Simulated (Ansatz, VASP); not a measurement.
Two plane-wave programs on SnO

```
Sn O
1.0
     0.00000    2.70821    2.70821
     2.70821    0.00000    2.70821
     2.70821    2.70821    0.00000
Sn O
1 1
Direct
  0.00000 0.00000 0.00000
  0.25000 0.25000 0.25000
```

The cell was built by a generator and needn't be a form met in nature.

Alike in both runs: task single point; functional PBEsol; k mesh 6 × 6 × 6; occupations fermi-dirac, width 0.02 eV; no spin polarisation.

|  | VASP | Ansatz |
| --- | --- | --- |
| version | VASP 6.6.1 | Ansatz 0.2.0 |
| potentials or method | VASP PAW PBE potentials, release 64 (Sn_d, O) | plane waves, PAW |
| plane-wave cutoff (eV) | 520 | 420 |
| valence electrons in the cell | 20 | 20 |

```csv
,VASP,Ansatz,Ansatz less VASP
pressure (GPa),-1.1,-1.1,-0.01
```

Caveats: the PAW data sets were made with another functional, which shifts forces and pressure a little (VASP).
